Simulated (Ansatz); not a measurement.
# Lattice dynamics of CsPbCl3 (model cell, started as cubic perovskite with Pb in the octahedra), part 2 of 2

The cell of CsPbCl3 (model cell, started as cubic perovskite with Pb in the octahedra) is at rest. What are its phonons? After the zone centre comes a 2×2×2 q mesh on a 8×8×8 k mesh.

Ansatz 0.2.0; DFT PBE, scalar-relativistic, plane waves, PAW; PAW set soft_1.

So far. Step 2 (Zone-centre response): Before it was imposed, the acoustic sum rule was missed by 5.3e-5 eV/Å² and the charge sum rule by 0.0040 e. Small misses are needed for a sound result but don't prove that mesh and cutoff are converged. The lowest optical mode is imaginary, 10.1i cm⁻¹, so the energy falls along it.

### 3. The dispersion

Stability and thermal properties need the whole zone. Linear response on a 2×2×2 q mesh gives force constants as far as a supercell of that size would, and the tensors from the zone-centre run are typed in so that the long-range dipole term is interpolated apart.

input.yaml

```yaml
crystal:
  lattice:
    - [5.7354216158, 0.0, 0.0]
    - [0.0, 5.7354216158, 0.0]
    - [0.0, 0.0, 5.7354216158]
  atoms:
    - { symbol: Cs, position: [0.0, 0.0, 0.0] }
    - { symbol: Pb, position: [0.5, 0.5, 0.5] }
    - { symbol: Cl, position: [0.5, 0.5, 0.0] }
    - { symbol: Cl, position: [0.5, 0.0, 0.5] }
    - { symbol: Cl, position: [0.0, 0.5, 0.5] }
kpoints:
  mp_grid: { grid: [8, 8, 8] }
hamiltonian:
  xc: pbe
  pseudopotentials: { kind: paw, azcp: { folder: soft_1 } }
scf:
  occupations: { method: fixed }
output:
  eigenvalues: true
phonons:
  method: dfpt
  qmesh: [2, 2, 2]
  temperatures: { t_max: 1000, t_step: 50 }
  qpath:
    path:
      - [[0.0, 0.0, 0.0], [0.0, 0.5, 0.0], [0.5, 0.5, 0.0], [0.0, 0.0, 0.0], [0.5, 0.5, 0.5], [0.0, 0.5, 0.0]]
      - [[0.5, 0.5, 0.5], [0.5, 0.5, 0.0]]
    npoints: 10
  non_analytic_term:
    high_frequency_dielectric_tensor: [[3.6896, 0.0, 0.0], [0.0, 3.6896, 0.0], [0.0, 0.0, 3.6896]]
    born_effective_charges:
      - { species: Cs, tensor: [[1.3071, 0.0, 0.0], [0.0, 1.3071, 0.0], [0.0, 0.0, 1.3071]] }
      - { species: Pb, tensor: [[3.8629, 0.0, 0.0], [0.0, 3.8629, 0.0], [0.0, 0.0, 3.8629]] }
      - { species: Cl, tensor: [[-0.7444, 0.0, 0.0], [0.0, -0.7444, 0.0], [0.0, 0.0, -3.6812]] }
      - { species: Cl, tensor: [[-0.7444, 0.0, 0.0], [0.0, -3.6812, 0.0], [0.0, 0.0, -0.7444]] }
      - { species: Cl, tensor: [[-3.6812, 0.0, 0.0], [0.0, -0.7444, 0.0], [0.0, 0.0, -0.7444]] }
    source: "zone-centre run at this cell"
```

On the command line:

```sh
$ ansatz run input.yaml --threads 8 --pin off --max-ram 16384MiB --backend cpu --events-out ev --progress --plain --runs-dir out
```

Numbers of over 12 decimals in the logs are rounded to 6 here.

Output:

```text
[...]
Crystal: 5 atoms, lattice volume = 188.667 Å³
Basis set: ecut = 420 eV, 3743 PW (Γ), exchange–correlation on 80×80×80 points (8 copies of the dense FFT grid, shifted against one another)
Bands: 27, of which v1, the nominal top of the filled ones, is band 22 counted from 1 (21 counted from 0)
Symmetry: 48 space group operations
k-points: 35 of 512
[...]
SCF iter   1: F=—  HF=-20826.903782 eV  |F-HF|=—  |Δ(HF+E_count)|=         —  Δρ=2.21e-2  dr2=2.04e0  ethr=3.10e-3  ⟨swp⟩=5.0  Hψ=3973  notcnv=0  defer=68
[...]
SCF iter  10: F=-20825.906041 eV  HF=-20825.906041 eV  |F-HF|=1.09e-11  |Δ(HF+E_count)|=  5.57e-10  Δρ=5.92e-8  dr2=6.47e-12  ethr=1.00e-12  ⟨swp⟩=14.2  Hψ=7359  notcnv=0
SCF 1 converged in 10 iterations: F = -20825.906041 eV  dr2 = 6.47e-12
[...]
NSCF: frozen V_eff on 35 k-points
[...]
DFPT response loops at q = (0, 0, 0) (fractional): preconditioner auto → Resta (q_TF=auto, 2.141 Å⁻¹)  ε∞=5.2 (no band partly filled); β = 1.00, the filter's whole step (`scf.mixing.beta` (0.50) is not read by the response loops at its default; to damp them type it under 1.00, their step now; it binds the ground state too); Broyden in place of MSR1
[...]
SCF converged after 10 iterations
Free energy (F): -20825.906041 eV
[...]
Internal energy: -20825.906041 eV  (E = F + TS)
E sigma→0 (E₀):  -20825.906041 eV
Fermi energy:    3.143471 eV
[...]
--- Band table (eV; the first three rows and the last of 35) ---
  k-point 0: bands = [... 18 lower, 1.0305, 1.1073, 1.1073, 1.1073, 6.8208, 7.8958, 7.8958, 8.7736, ... 1 higher]
  k-point 1: bands = [... 18 lower, 1.0177, 1.0940, 1.0940, 1.1024, 6.9546, 7.9847, 7.9960, 8.7417, ... 1 higher]
  k-point 2: bands = [... 18 lower, 0.9848, 1.0637, 1.0637, 1.1538, 7.2311, 7.9039, 8.2592, 8.3225, ... 1 higher]
  k-point 34: bands = [... 18 lower, 1.4047, 1.4047, 1.4047, 3.1435, 5.3627, 5.3627, 5.3627, 8.5749, ... 1 higher]
--- Phonons (Γ-DFPT): 4 representative perturbations + reference (Σ response iterations 15) ---
  ASR residual: 5.794e-5 → 0.000e0 eV/Å²; symmetrization residual: 3.453e-5 eV/Å²
  ASR residual per site (eV/Å²): 5.79e-5 3.43e-5 4.58e-5 4.58e-5 4.58e-5
[...]
--- Phonons (arbitrary-q DFPT): 4 irreducible q on the 2×2×2 mesh ---
  q = [0.0000, 0.0000, 0.0000] (star 1, of the zone-centre solve; hermiticity 4.04e-5, symmetrization 1.20e-11): -10.11 -10.11 -10.11 -0.00 0.00 0.00 30.78 30.78 30.78 56.73 56.73 56.73 111.45 111.45 111.45
  q = [0.0000, 0.0000, -0.5000] (star 3, 9 solved perturbations in 975 linear systems a pass and spin channel, the states on 125 of 512 k-point pairs; hermiticity 5.17e-6, symmetrization 3.52e-8): 5.23 5.23 17.32 17.32 39.06 41.02 47.62 47.62 49.58 49.58 53.23 107.55 111.12 111.12 230.76
[...]
sum rule: each row above includes the acoustic sum rule's correction from the zone centre's row sums; it moved no ω² by more than (0.59 cm⁻¹)²
  mesh force constants: q→R imaginary residual 7.73e-18; ASR residual 5.794e-5 → 0.000e0 eV/Å²; symmetrization residual 2.665e-15 eV/Å²
  interpolated dispersion: 63 rows × 15 modes
  density of states and harmonic sums: on the 12×12×12 q-mesh, interpolated from the force constants of a 2×2×2 supercell (with the dipole–dipole term of supplied tensors)
  largest difference from the sums on the solved wave vectors: F 7.33e-2 eV, S 1.03e-4 and C_V 2.95e-5 eV/K
  zero-point energy: 0.062521 eV/cell   skipped modes (ω ≤ 0): 170, of them read as no rigid motion or as one in doubt: 167 (1.906e0 modes/cell left out, lowest -43.75 cm⁻¹)   left out of the sums: 1.27e-1 of the cell's modes: C_V's classical limit lies that fraction below 3 k_B per atom; for a crystal, a wire or a layer, F and S can be off by more, and a phonons.interpolated_qmesh denser along its periods is the remedy for the sampling
```

It took 3.3 min on 8 threads of Arm Neoverse V1, shared host; peak memory 2 GiB; 26 min of CPU time.

This step gave:

- sum-rule residual before enforcement: 5.79e-5 eV/Å²
- lowest frequency on the path: -43.75 cm⁻¹
- highest frequency on the path or at a solved wavevector: 248 cm⁻¹
- lowest mode on the q mesh (acoustic modes at Γ apart): -43.75 cm⁻¹

Frequencies (cm⁻¹) solved at each irreducible wavevector; negative means imaginary. Frequencies by wavevector, by row:

```csv
q in reciprocal lattice units,star,mode 1,mode 2,mode 3,mode 4,mode 13,mode 14,mode 15
0 0 0,1,-10.1,-10.1,-10.1,0,111.5,111.5,111.5
0 0 -0.5,3,5.2,5.2,17.3,17.3,111.1,111.1,230.8
0 -0.5 -0.5,3,-43.2,-5.8,-5.8,12.8,110.8,197.8,241
-0.5 -0.5 -0.5,1,-43.8,-43.8,-43.8,11.8,197.5,197.5,248
```

Interpolated from a 2×2×2 q mesh, with the LO-TO term (at Γ the limit along the path; where Γ stands inside the path, tables give the limit on arrival). Phonon branches along the path, in cm⁻¹:

```csv
point,branch 1,branch 2,branch 3,branch 4,branch 12,branch 13,branch 14,branch 15
Γ,-10,-10,0,0,64,112,112,215
halfway,-6,-6,14,14,88,111,111,222
X,5,5,17,17,108,111,111,231
halfway,-28,7,10,21,104,111,166,232
M,-43,-6,-6,13,97,111,198,241
halfway,-17,6,12,22,89,111,154,220
Γ,-10,-10,0,0,64,112,112,215
halfway,-20,-13,-13,17,89,156,156,219
R,-44,-44,-44,12,92,198,198,248
halfway,-31,-26,-12,12,101,158,172,234
X,5,5,17,17,108,111,111,231
jump to R,-44,-44,-44,12,92,198,198,248
halfway,-44,-29,-29,13,96,164,198,242
M,-43,-6,-6,13,97,111,198,241
```

Tetrahedra on a 12×12×12 mesh, mean over bins of 5 cm-1. Interpolated from a 2×2×2 q mesh. Phonon density of states against wavenumber; read off at these points:

wavenumber (cm⁻¹), phonon density of states (1/cm⁻¹/cell) and a bar:
```
      -42      0.027 #####
      -28      0.038 #######
      -12      0.041 ########
       -8      0.074 ##############
       -2      0.055 ##########
       12      0.160 ##############################
       22      0.155 #############################
       28      0.126 ########################
       42      0.089 #################
       52      0.110 #####################
       58      0.134 #########################
       68      0.100 ###################
       82      0.079 ###############
       98      0.090 #################
      108      0.006 #
      122      0.027 #####
      138      0.022 ####
      152      0.017 ###
      162      0.017 ###
      178      0.016 ###
      192      0.021 ####
      208      0.000 
      218      0.026 #####
      232      0.053 ##########
      248      0.001
```

The partial phonon density of states has structure finer than the step of the table below, so its rows give means over 10 cm⁻¹, whole bins alone (the curve runs from -53 to 264 cm⁻¹). Peaks (cm⁻¹: height): Cl -29.1: 0.0510, 32.7: 0.0741, 46.7: 0.0703, 58.6: 0.0867, 68.6: 0.0652, 120.5: 0.0686, 230.1: 0.0514; Cs -5.2: 0.0481, 12.8: 0.132; Pb 22.8: 0.0242, 58.6: 0.0480, 68.6: 0.0439, 80.6: 0.0417, 96.5: 0.0534.

Phonopy on the run's constants, 11x11x11 mesh, Gaussian sigma 2.3 cm-1. Interpolated from a 2×2×2 q mesh. Partial phonon density of states against wavenumber; means over each step; values in 1/cm⁻¹/cell:

```csv
wavenumber (cm⁻¹),Cl,Cs,Pb
-40,0.0342,8.8e-5,2.7e-5
-30,0.0402,8.7e-4,1.1e-4
-20,0.0270,0.00619,1.1e-4
-10,0.0230,0.0280,2.4e-4
0,0.00919,0.0385,4.7e-4
10,0.0209,0.101,0.00363
20,0.0497,0.0733,0.0177
30,0.0652,0.0279,0.0185
40,0.0566,0.00673,0.0229
50,0.0640,0.00293,0.0315
60,0.0697,0.00399,0.0417
70,0.0560,0.00336,0.0364
80,0.0453,0.00283,0.0345
90,0.0246,0.00195,0.0381
100,0.0210,0.00168,0.0396
110,0.0264,9.5e-5,0.00686
120,0.0438,3.6e-5,0.00312
130,0.00697,8.2e-6,4.1e-4
140,0.0258,1.1e-5,5.7e-4
150,0.0183,1.7e-5,4.5e-4
160,0.00929,0,3.4e-5
170,0.0262,6.0e-6,1.3e-4
180,0.0105,0,1.9e-5
190,0.0208,0,6.2e-6
200,0.00629,0,0
210,0.00432,5.0e-5,4.7e-4
220,0.0243,1.7e-4,0.00149
230,0.0453,1.1e-4,7.4e-4
240,0.0215,1.1e-5,1.4e-4
250,0.00132,0,3.2e-6
```

Symmetry leaves 4 wavevectors to solve. The lowest mode among them, the acoustic zeros apart, lies at q = (-0.5, -0.5, -0.5) and is imaginary, 43.8i cm⁻¹, so the energy falls along it.

### 4. Outcome

| Property | Result |
| --- | --- |
| space group (within 0.01 Å) | Pm-3m |
| volume per atom | 37.7 Å³ |
| gap on the k-mesh | 2.22 eV |
| highest optical mode at the zone centre (no LO-TO term) | 111 cm⁻¹ |
| top of the zone-centre spectrum with the field | 215 cm⁻¹ |
| lowest optical zone-centre mode | -10.1 cm⁻¹ |
| mean high-frequency dielectric constant | 3.69 |
| largest Born charge (third of the trace) | 3.86 e |
| lowest mode on the q mesh (acoustic modes at Γ apart) | -43.8 cm⁻¹ |
| highest frequency on the path or at a solved wavevector | 248 cm⁻¹ |
| imaginary modes on the 2×2×2 q mesh | yes |

**Reading.** Modes are clearly imaginary (beyond 10i cm⁻¹) at 3 of the 4 irreducible wavevectors, most at q = (-0.5, -0.5, -0.5) (43.8i cm⁻¹), so this structure is not a minimum of the energy. Without the field, the optical modes at Γ span -10 to 111 cm⁻¹ (negative means imaginary). The highest mode in this list at Γ, 111.5 cm⁻¹, is mostly motion of Cl (91 % of the kinetic energy). With the macroscopic field of the longitudinal modes the top of the zone-centre spectrum lies at 215 cm⁻¹, against 111 cm⁻¹ without it. Among the real modes, the strongest infrared line is at 112 cm⁻¹. Spin-orbit coupling is left out, which can matter for the heavy elements here. The starting cell was built on a prototype and not taken from a measurement, so the phase need not exist. These are harmonic frequencies at zero temperature: anharmonic shifts, linewidths and thermal expansion are left out.

[Logs are printed without paths, hosts, clocks, repeated set-up lines and the standing remarks that a program may print on its own settings, such as how far it seeks lower states.]

[Hosts, paths, dates, database ids (printed as entryN), source tags and the programs' standing remarks are cut or masked in the printed files.]
